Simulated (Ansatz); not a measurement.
# GaP (F-43m) in Ansatz: further runs

The runs below take GaP through band structure, with BLYP, r2SCAN.

All numbers are computed with Ansatz 0.2.0; they aren't measurements. Logs are shortened: lines on timing, memory, paths and dates and some standing lists are left out, and cuts for length are marked.

**The experiment to reproduce.**

From “Stacking defects in GaP nanowires: Electronic structure and optical properties”, 2018, arxiv:1810.01194, for a bulk crystal of GaP at 10 K: band gap 2.34 eV (indirect).

The runs below are set against these values where they give the same quantity.

**1. The structure**

The structure is cubic, space group F-43m (No. 216). The conventional cell has a = 5.451 Å, b = 5.451 Å, c = 5.451 Å, α = 90.00°, β = 90.00°, γ = 90.00°. Ga (site symmetry -43m) has 4 P at 2.36 Å as nearest neighbours. Around P (site symmetry -43m) lie 4 Ga at 2.36 Å.

**2. Band structure, BLYP**

input.yaml reads:

```yaml
crystal:
  lattice:
    - [0.0, 2.72525, 2.72525]
    - [2.72525, 0.0, 2.72525]
    - [2.72525, 2.72525, 0.0]
  atoms:
    - { symbol: Ga, position: [0.0, 0.0, 0.0] }
    - { symbol: P, position: [0.75, 0.75, 0.75] }
hamiltonian:
  xc: blyp
  pseudopotentials: { kind: paw }
kpoints:
  mp_grid: { grid: [8, 8, 8] }
  band_path:
    path:
      - [[0.0, 0.0, 0.0], [0.5, 0.0, 0.5], [0.5, 0.25, 0.75], [0.375, 0.375, 0.75], [0.0, 0.0, 0.0], [0.5, 0.5, 0.5], [0.625, 0.25, 0.625], [0.5, 0.25, 0.75], [0.5, 0.5, 0.5], [0.375, 0.375, 0.75]]
      - [[0.625, 0.25, 0.625], [0.5, 0.0, 0.5]]
    npoints: 14
scf:
  occupations: { method: fermi_dirac, width: 0.05 }
  n_extra_bands: 6
output:
  forces: true
  stress: true
  eigenvalues: true
  fatbands: false
```

Potentials or basis: Ansatz PAW.

On the command line:

```
$ ansatz run input.yaml --threads 2 --pin off --max-ram 5632MiB --backend cpu --events-out ev --progress --plain --runs-dir out
```

What it wrote:

```text
Warning: RAYON_NUM_THREADS=2 ignored (pool sized by the plan → 2); use --threads N
scf.n_extra_bands = 6 over 9 filled bands (N_el = 18.0): the run solves 15 bands
Engine: ansatz 0.2.0, x86_64-unknown-linux-gnu
Pseudopotentials: kind: paw
Pseudopotential: Ga, paw, valence charge 13, recommended cutoff 420 eV (normal), Ga.paw.azcp
Pseudopotential: P, paw, valence charge 5, recommended cutoff 420 eV (normal), P.paw.azcp
Functional definition: BLYP
  parameter beta = 0.0042
  parameter a = 0.04918
  parameter b = 0.132
  parameter c = 0.2533
  parameter d = 0.349
  exchange = b88_x(beta = beta)
  correlation = lyp_c(a = a, b = b, c = c, d = d)
Crystal: 2 atoms, lattice volume = 40.481 Å³
Basis set: ecut = 420 eV, 749 PW (Γ), exchange–correlation on 54×54×54 points (8 copies of the dense FFT grid, shifted against one another)
Bands: 15, of which v1, the nominal top of the filled ones, is band 9 counted from 1 (8 counted from 0)
Symmetry: 24 space group operations
Space group: F-43m (ITA 216), of the structure as read, at distance tolerance 3.4e-5 Å
k-points: 29 of 512 (time reversal used)
Non-local potential: Ga, projectors of the file, l = 0: 2, l = 1: 2, l = 2: 3, l = 3: 1
Non-local potential: P, projectors of the file, l = 0: 2, l = 1: 2, l = 2: 2
PAW form: soft (Blöchl's): semilocal exchange-correlation on the pseudo side does not see the compensation charge
PAW frozen core: Ga, regenerated for the run's functional, and the local potential with it (the file was generated under x = pbe(κ = 0.804, μ = 0.2195149727645171), c = pbe(β = 0.06672455060314922))
PAW frozen core: P, regenerated for the run's functional, and the local potential with it (the file was generated under x = pbe(κ = 0.804, μ = 0.2195149727645171), c = pbe(β = 0.06672455060314922))
PAW one-centre angular grid: Ga, 590 points (default); XC on 64 Gauss nodes
PAW one-centre angular grid: P, 110 points (default); XC on 64 Gauss nodes
Initial density: superposition of atomic densities (neutral atoms: chi_scale 0, normalization atom), corrected by the library's trained network
Initial wavefunctions: pseudopotential atomic-orbital guess
Functional: x = b88, c = lyp
SCF iter   1: F=—  HF=-4553.436189 eV  |F-HF|=—  |Δ(HF+E_count)|=         —  Δρ=5.57e-3  dr2=1.54e-2  ethr=1.77e-3  ⟨swp⟩=6.3  Hψ=2785  notcnv=0
preconditioner: auto → none  [insulator: Δε(μ)=1.705 eV  Ē_g=17.368 eV  σ=0.050 eV  W_gap=1.00  n_scr=14 (ndim 8)  ℏωp=24.8 eV  f_vac=0.011  D(μ)=0.00/eV (n_scr^D=0)  ε∞_Penn≈3.0]
SCF iter   2: F=—  HF=-4553.429949 eV  |F-HF|=—  |Δ(HF+E_count)|=   6.24e-3  Δρ=3.13e-3  dr2=1.56e-3  ethr=8.55e-5  ⟨swp⟩=2.8  Hψ=998  notcnv=0  defer=41
SCF iter   3: F=—  HF=-4553.429334 eV  |F-HF|=—  |Δ(HF+E_count)|=   6.15e-4  Δρ=7.75e-4  dr2=2.20e-4  ethr=8.67e-6  ⟨swp⟩=2.0  Hψ=553  notcnv=0  defer=41
SCF iter   4: F=—  HF=-4553.429256 eV  |F-HF|=—  |Δ(HF+E_count)|=   7.80e-5  Δρ=3.84e-4  dr2=3.18e-5  ethr=1.22e-6  ⟨swp⟩=2.0  Hψ=655  notcnv=0  defer=41
SCF iter   5: F=—  HF=-4553.429253 eV  |F-HF|=—  |Δ(HF+E_count)|=   2.86e-6  Δρ=7.16e-5  dr2=1.32e-6  ethr=1.77e-7  ⟨swp⟩=2.0  Hψ=672  notcnv=0  defer=41
SCF iter   6: F=—  HF=-4553.429254 eV  |F-HF|=—  |Δ(HF+E_count)|=   4.80e-7  Δρ=2.80e-5  dr2=1.45e-7  ethr=7.35e-9  ⟨swp⟩=2.0  Hψ=663  notcnv=0  defer=41
SCF iter   7: F=-4553.429254 eV  HF=-4553.429254 eV  |F-HF|=1.96e-9  |Δ(HF+E_count)|=   1.18e-8  Δρ=4.30e-6  dr2=3.28e-9  ethr=5.56e-10  ⟨swp⟩=9.6  Hψ=2174  notcnv=0
SCF 1 converged in 7 iterations: F = -4553.429254 eV  dr2 = 3.28e-9
NSCF: frozen V_eff on 142 k-points
SCF converged after 7 iterations
Free energy (F): -4553.429254 eV
Harris-Foulkes:  -4553.429254 eV  (|F-HF|=1.96e-9)
Internal energy: -4553.429254 eV  (E = F + TS)
E sigma→0 (E₀):  -4553.429254 eV
Fermi energy:    8.304027 eV
--- Per-component energies (eV) ---
  E_band       = -52.045649
  E_kinetic    = 187.641428
  E_local      = -2199.896892  (includes V_loc(G=0)·N_el)
  E_nonlocal   = 455.658773
  E_hartree    = 1019.492946
  E_xc         = -128.922731
  E_vxc        = -115.939414  (∫ρ·V_xc dr)
  E_paw        = -2574.790265  (= ΣΔE_a)
  E_vpaw       = -418.498636  (= ΣTr[D̂ρ^β])
  E_aug_tail   = -0.000115  (compensation charges beyond the density's cutoff)
  E_ewald      = -1312.644944
  E_core_change = 0.032547  (= ΣΔE_core)
  E_smearing   = -0.000000  (= −TS)
  E_closure    = 0.000000  (closes the sum)
  Σ components = -4553.429254   (vs F -4553.429254, Δ=0.00e0)
--- Forces (eV/Å), atoms counted from 1 ---
  atom   1  Ga    -0.00000000    -0.00000000     0.00000000
  atom   2  P      0.00000000    -0.00000000     0.00000000
  max |Σ_I F_I| component: 3.70e-17 eV/Å
--- Stress (GPa, compression-positive) ---
        6.260600      -0.000000      -0.000000
       -0.000000       6.260600       0.000000
       -0.000000       0.000000       6.260600
  P = ⅓ Tr σ = 6.2606 GPa (62.606 kbar)
--- Band table (eV; the first three rows and the last of 29) ---
  k-point 0: bands = ["-7.1624", "-7.1624", "-7.1624", "-7.0633", "-7.0633", "-4.9869", "7.4868", "7.4868", "7.4868", "9.1953", "11.4177", "11.4177", "11.4177", "16.5043", "17.3336"]
  k-point 1: bands = ["-7.1755", "-7.1578", "-7.1578", "-7.0633", "-7.0633", "-4.7870", "5.8489", "7.2610", "7.2610", "9.8694", "11.7616", "11.7616", "11.9871", "16.7522", "16.7522"]
  k-point 2: bands = ["-7.2045", "-7.1479", "-7.1479", "-7.0620", "-7.0620", "-4.2207", "3.6182", "6.8332", "6.8332", "9.6231", "12.2743", "12.2743", "13.8531", "16.5750", "16.5750"]
  k-point 28: bands = ["-7.2583", "-7.1246", "-7.1033", "-7.0781", "-7.0546", "-1.9731", "0.9113", "3.9957", "4.1464", "12.3137", "12.3346", "13.6358", "13.7751", "19.0525", "19.3182"]
```

Wall time 5.7 s (2 threads of Intel Xeon at 2.50GHz (Skylake/Cascade Lake), shared host); peak memory 0.33 GiB.

Results:

```
Free energy             : -4553.4293 eV
Pressure                : 6.3 GPa
Band gap on the k mesh  : 1.67 eV, indirect (least direct gap 1.71 eV)
Band gap along the path : 1.67 eV, indirect (least direct gap 1.71 eV)
```

Levels at the corners of the path, in eV from the valence-band top:
| point | band 6 | band 7 | band 8 | band 9 | band 10 | band 11 | band 12 | band 13 |
| --- | --- | --- | --- | --- | --- | --- | --- | --- |
| Γ | -12.47 | 0.00 | 0.00 | 0.00 | 1.71 | 3.93 | 3.93 | 3.93 |
| X | -9.55 | -6.77 | -2.64 | -2.64 | 1.83 | 1.92 | 10.53 | 10.53 |
| W | -9.46 | -6.58 | -3.49 | -3.34 | 4.83 | 4.85 | 6.15 | 6.29 |
| K | -9.59 | -6.56 | -3.84 | -2.22 | 2.31 | 4.87 | 8.25 | 8.31 |
| Γ | -12.47 | 0.00 | 0.00 | 0.00 | 1.71 | 3.93 | 3.93 | 3.93 |
| L | -10.44 | -6.59 | -1.11 | -1.11 | 1.67 | 4.80 | 4.80 | 8.50 |
| U | -9.59 | -6.56 | -3.84 | -2.22 | 2.31 | 4.87 | 8.25 | 8.31 |
| W | -9.46 | -6.58 | -3.49 | -3.34 | 4.83 | 4.85 | 6.15 | 6.29 |
| L | -10.44 | -6.59 | -1.11 | -1.11 | 1.67 | 4.80 | 4.80 | 8.50 |
| K | -9.59 | -6.56 | -3.84 | -2.22 | 2.31 | 4.87 | 8.25 | 8.31 |
| U | -9.59 | -6.56 | -3.84 | -2.22 | 2.31 | 4.87 | 8.25 | 8.31 |
| X | -9.55 | -6.77 | -2.64 | -2.64 | 1.83 | 1.92 | 10.53 | 10.53 |

Caveat: the PAW data sets come from PBE, with cores solved anew for the run's functional, which leaves a small shift of forces and pressure.

**3. Band structure, r2SCAN**

Edit input.yaml of step 2 so:

```diff
@@ -9,3 +9,3 @@
 hamiltonian:
-  xc: blyp
+  xc: r2scan
   pseudopotentials: { kind: paw }
@@ -25,2 +25,2 @@
   eigenvalues: true
-  fatbands: false
+  fatbands: true
```

Potentials or basis: Ansatz PAW.

On the command line:

```
$ ansatz run input.yaml --threads 2 --pin off --max-ram 5632MiB --backend cpu --events-out ev --progress --plain --runs-dir out
```

Run time: 15 s. Hardware: 2 threads of Intel Xeon at 2.50GHz (Skylake/Cascade Lake), shared host; peak memory 0.45 GiB.

It converged, with:

| Item | Value |
| --- | --- |
| Free energy | -4550.4829 eV |
| Pressure | 0.0 GPa |
| Band gap on the k mesh | 1.89 eV, indirect (least direct gap 2.37 eV) |
| Band gap along the path | 1.84 eV, indirect (least direct gap 2.37 eV) |

Levels at the corners of the path, in eV from the valence-band top:
| point | band 5 | band 6 | band 7 | band 8 | band 9 | band 10 | band 11 | band 12 | band 13 | band 14 |
| --- | --- | --- | --- | --- | --- | --- | --- | --- | --- | --- |
| Γ | -14.88 | -13.03 | 0.00 | 0.00 | 0.00 | 2.37 | 4.17 | 4.17 | 4.17 | 9.47 |
| X | -14.85 | -9.93 | -6.96 | -2.80 | -2.80 | 1.91 | 2.09 | 11.31 | 11.31 | 12.03 |
| W | -14.87 | -9.83 | -6.74 | -3.71 | -3.54 | 5.03 | 5.30 | 6.54 | 6.58 | 12.40 |
| K | -14.86 | -9.97 | -6.74 | -4.08 | -2.36 | 2.47 | 5.18 | 8.77 | 8.82 | 9.97 |
| Γ | -14.88 | -13.03 | 0.00 | 0.00 | 0.00 | 2.37 | 4.17 | 4.17 | 4.17 | 9.47 |
| L | -14.87 | -10.86 | -6.85 | -1.17 | -1.17 | 2.04 | 5.04 | 5.04 | 8.83 | 11.66 |
| U | -14.86 | -9.97 | -6.74 | -4.08 | -2.36 | 2.47 | 5.18 | 8.77 | 8.82 | 9.97 |
| W | -14.87 | -9.83 | -6.74 | -3.71 | -3.54 | 5.03 | 5.30 | 6.54 | 6.58 | 12.40 |
| L | -14.87 | -10.86 | -6.85 | -1.17 | -1.17 | 2.04 | 5.04 | 5.04 | 8.83 | 11.66 |
| K | -14.86 | -9.97 | -6.74 | -4.08 | -2.36 | 2.47 | 5.18 | 8.77 | 8.82 | 9.97 |
| U | -14.86 | -9.97 | -6.74 | -4.08 | -2.36 | 2.47 | 5.18 | 8.77 | 8.82 | 9.97 |
| X | -14.85 | -9.93 | -6.96 | -2.80 | -2.80 | 1.91 | 2.09 | 11.31 | 11.31 | 12.03 |

Caveat: the k mesh misses the band edges, so the gap on the mesh is wider than the one along the path; the PAW data sets come from PBE, with cores solved anew for the run's functional, which leaves a small shift of forces and pressure.

**4. How close it comes**

Step 2. Against the measured gap of GaP, 2.34 eV (indirect; 10 K; quoted in “Stacking defects in GaP nanowires: Electronic structure and optical properties”, 2018, arxiv:1810.01194), the calculated 1.67 eV is off by -0.67 eV. Spin-orbit coupling on Ga is left out. The value is that of BLYP, without temperature or zero-point motion. Semilocal functionals fall short of measured gaps as a rule.

Step 3. A measured gap of GaP is 2.34 eV (indirect; 10 K; quoted in “Stacking defects in GaP nanowires: Electronic structure and optical properties”, 2018, arxiv:1810.01194); the calculated 1.84 eV misses it by -0.50 eV. Spin-orbit coupling on Ga is left out. The value is that of r2SCAN, without temperature or zero-point motion.
